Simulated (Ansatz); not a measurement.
A relaxation computed with Ansatz, from input to last step.

```yaml
crystal:
  lattice:
    - [4.6828612286, 0.0, 0.0]
    - [-2.3414306143, 4.0554767864, 0.0]
    - [0.0, 0.0, 6.4652107787]
  atoms:
    - { symbol: Ta, position: [0.5, 0.0, 0.0] }
    - { symbol: Ta, position: [0.5, 0.5, 0.6666666667] }
    - { symbol: Ta, position: [0.0, 0.5, 0.3333333333] }
    - { symbol: Si, position: [0.1593375956, 0.3186751913, 0.0] }
    - { symbol: Si, position: [0.8406624044, 0.1593375956, 0.6666666667] }
    - { symbol: Si, position: [0.6813248087, 0.8406624044, 0.3333333333] }
    - { symbol: Si, position: [0.8406624044, 0.6813248087, 0.0] }
    - { symbol: Si, position: [0.1593375956, 0.8406624044, 0.6666666667] }
    - { symbol: Si, position: [0.3186751913, 0.1593375956, 0.3333333333] }
basis:
  ecutwfc: 420
kpoints:
  mp_grid: { grid: [12, 12, 6] }
hamiltonian:
  xc: pbesol
scf:
  occupations: { method: gaussian, width: 0.1 }
output:
  forces: true
  stress: true
  eigenvalues: true
relax:
  adjacent_minimum: "off"
  f_tol: 0.008
  max_steps: 50
  cell: { stress_tol: 0.08, p_target: 10.0 }
```

```bash
ansatz run input.yaml --threads 2 --pin off --max-ram 5120MiB --backend cpu --events-out ev --progress --plain --runs-dir out
```

Method: Ansatz, DFT PBEsol, scalar-relativistic, plane waves, PAW.

Of 4 frames 3 are shown, positions in Å and forces in eV/Å; the SCF threshold varies from step to step. Steps run on the plane waves of an earlier cell, with a Pulay correction in the pressure. The basis is chosen afresh for the last frame, the zero of the energies, and at times for earlier ones too; energy and pressure can step there, also at an unchanged geometry. Where two frames share a geometry here, they differ by under 2 meV/atom and 0.3 GPa. The relaxation lowers the enthalpy F + PV at the target pressure, so the free energy itself can rise.

```xyz
9
Lattice="4.6829 0.0000 0.0000 -2.3414 4.0555 0.0000 0.0000 0.0000 6.4652" Properties=species:S:1:pos:R:3:forces:R:3 pbc="T T T" step=1 free_energy_over_end_meV_per_atom=0.62 pressure_GPa=10.22
Ta    2.3414    0.0000    0.0000    0.0000    0.0000    0.0000
Ta    1.1707    2.0277    4.3101    0.0000    0.0000    0.0000
Ta   -1.1707    2.0277    2.1551    0.0000    0.0000    0.0000
Si    0.0000    1.2924    0.0000    0.0000    0.0027    0.0000
Si    3.5636    0.6462    4.3101   -0.0023    0.0013    0.0000
Si    1.2222    3.4093    2.1551   -0.0023   -0.0013    0.0000
Si    2.3414    2.7631    0.0000    0.0000   -0.0027    0.0000
Si   -1.2222    3.4093    4.3101    0.0023   -0.0013    0.0000
Si    1.1192    0.6462    2.1551    0.0023    0.0013    0.0000
9
Lattice="4.6799 0.0000 0.0000 -2.3399 4.0529 0.0000 0.0000 0.0000 6.4785" Properties=species:S:1:pos:R:3:forces:R:3 pbc="T T T" step=2 free_energy_over_end_meV_per_atom=-0.10 pressure_GPa=9.96
Ta    2.3399    0.0000    0.0000    0.0000    0.0000    0.0000
Ta    1.1700    2.0264    4.3190    0.0000    0.0000    0.0000
Ta   -1.1700    2.0264    2.1595    0.0000    0.0000    0.0000
Si    0.0000    1.2919    0.0000    0.0000    0.0080    0.0000
Si    3.5610    0.6460    4.3190   -0.0069    0.0040    0.0000
Si    1.2211    3.4069    2.1595   -0.0069   -0.0040    0.0000
Si    2.3399    2.7610    0.0000    0.0000   -0.0080    0.0000
Si   -1.2211    3.4069    4.3190    0.0069   -0.0040    0.0000
Si    1.1188    0.6460    2.1595    0.0069    0.0040    0.0000
9
Lattice="4.6804 0.0000 0.0000 -2.3402 4.0534 0.0000 0.0000 0.0000 6.4762" Properties=species:S:1:pos:R:3:forces:R:3 pbc="T T T" step=4 free_energy_over_end_meV_per_atom=0.00 pressure_GPa=10.00
Ta    2.3402    0.0000    0.0000    0.0000    0.0000    0.0000
Ta    1.1701    2.0267    4.3175    0.0000    0.0000    0.0000
Ta   -1.1701    2.0267    2.1587    0.0000    0.0000    0.0000
Si    0.0000    1.2924    0.0000    0.0000    0.0012    0.0000
Si    3.5612    0.6462    4.3175   -0.0010    0.0006    0.0000
Si    1.2210    3.4072    2.1587   -0.0010   -0.0006    0.0000
Si    2.3402    2.7610    0.0000    0.0000   -0.0012    0.0000
Si   -1.2210    3.4072    4.3175    0.0010   -0.0006    0.0000
Si    1.1192    0.6462    2.1587    0.0010    0.0006    0.0000
```

It took 76 s on 2 threads of Arm Neoverse V1, with other jobs on the host, peak memory 0.57 GiB.

Spin–orbit coupling is left out, which can shift energies with elements as heavy as these.